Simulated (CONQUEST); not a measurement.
**Pb: equation of state with PBE**

Pb:

```
CELL_PARAMETERS angstrom
3.50021 0.00000 0.00000
0.00000 3.50021 0.00000
0.00000 0.00000 4.95004
ATOMIC_POSITIONS crystal
Pb 0.00000 0.00000 0.00000
Pb 0.50000 0.50000 0.50000
```

- Program: CONQUEST 1.3
- Task: equation of state
- Functional: PBE
- Potentials or basis: PseudoDojo NC PBE, DZP, grid of 36 × 36 × 48 points
- k mesh: 8 × 8 × 6
- Occupations: fermi-dirac, width 0.05 eV
- Spin: no spin polarisation
- Solver: diagonalisation
- SCF tolerance: 1e-06

```json
{
 "Equilibrium volume": "32.64 Å³/atom (rough: see the caveat)",
 "Bulk modulus": "35 GPa (rough)"
}
```

Energy against volume, from the lowest point:
```csv
volume (Å³/atom),energy (meV/atom)
28.503,74.09
29.110,50.96
29.716,33.26
30.323,20.26
30.929,9.66
31.535,3.00
32.142,0.00
```

All runs of the series together: 2.5 min on 1 thread of Intel(R) Xeon(R) 6975P-C (Granite Rapids), on a shared host.

Caveat: the minimum lies outside the volumes run; the DZP basis gives volumes some 2 % larger than converged bases do, and moduli off by several per cent; the basis of atomic orbitals isn't converged, which shifts pressures, moduli and gaps. The run has no spin-orbit coupling, so splittings on Pb are missing.
